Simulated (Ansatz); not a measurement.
Rocksalt NaCl (r2SCAN geometry), in Ansatz:

```yaml
crystal:
  lattice:
    - [0.00000, 2.80270, 2.80270]
    - [2.80270, 0.00000, 2.80270]
    - [2.80270, 2.80270, 0.00000]
  atoms:
    - { symbol: Na, position: [0.00000, 0.00000, 0.00000] }
    - { symbol: Cl, position: [0.50000, 0.50000, 0.50000] }
```

G0W0@PBE with 241 empty bands, a screening cutoff of 180 eV and a 6×6×6 mesh (PAW, contour deformation) gives 7.993 eV over the mesh points, from a PBE gap of 5.180 eV; it sums over 249 bands with 259 plane waves in the screening and a wave cutoff of 420 eV. G0W0 here is at a finite number of bands, screening cutoff and k mesh, not at the basis limit. No spin polarisation and no zero-point or thermal motion.

Question: Estimate the gap with mesh 8×8×8, empty bands 71, screening cutoff 80 eV.

Answer: 7.752 eV (-0.241 eV), from a Kohn-Sham gap of 5.180 eV.

Question: Estimate the gap with starting point HSE06.

Answer: 8.662 eV (+0.669 eV), from a Kohn-Sham gap of 6.559 eV.
